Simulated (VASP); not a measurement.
Here is a VASP 6.6.1 calculation.

The input INCAR:

```
SYSTEM = SnO
ALGO     = Normal         ! electronic algorithm
BPARAM   = 11.95        
CPARAM   = 0.0093       
EDIFF    = 1E-7           ! SCF threshold, eV
EDIFFG   = -0.002         ! ionic threshold
ENCUT    = 520            ! plane-wave cutoff, eV
IBRION   = 2              ! ionic algorithm
ISIF     = 3              ! what is computed and relaxed
ISMEAR   = 0              ! smearing method
IVDW_NL  = 2            
LASPH    = .TRUE.         ! aspherical terms in the spheres
LCHARG   = .FALSE.        ! write CHGCAR
LMIXTAU  = .TRUE.       
LREAL    = .FALSE.        ! projectors in reciprocal space
LUSE_VDW = .TRUE.       
LWAVE    = .FALSE.        ! write WAVECAR
METAGGA  = R2SCAN         ! meta-GGA
NELM     = 100            ! most SCF steps
NSW      = 80             ! ionic steps
PREC     = Accurate       ! precision mode
SIGMA    = 0.02           ! smearing width, eV
```

File KPOINTS:

```
k-points
0
G
  8 8 6
  0 0 0
```

File POSCAR:

```
SnO                                     
1.0
    3.7983898962      0.0000000000      0.0000000000
    0.0000000000      3.7983898962     -0.0000000000
    0.0000000000      0.0000000000      4.7547723006
  Sn              O             
     2     2
Direct
     0.5000000000000000    1.0000000000000000    0.2423082761522879
     0.0000000000000000    0.5000000000000000    0.7576917238477121
     0.0000000000000000    1.0000000000000000    1.0000000000000000
     0.5000000000000000    0.5000000000000000    0.0000000000000000
```

Potentials or basis: VASP PAW PBE potentials, release 64 (Sn_d, O).

Run with:

```console
$ cat potpaw_PBE.64/Sn_d/POTCAR potpaw_PBE.64/O/POTCAR > POTCAR
$ mpirun -np 1 vasp_std > vasp.out
```

(1) Predict the band gap on the k mesh.

(2) What does it give for the space group after relaxing (to 0.05 Å)?

Results:

(1) none (metal or under the smearing width).

(2) P4/nmm (No. 129).
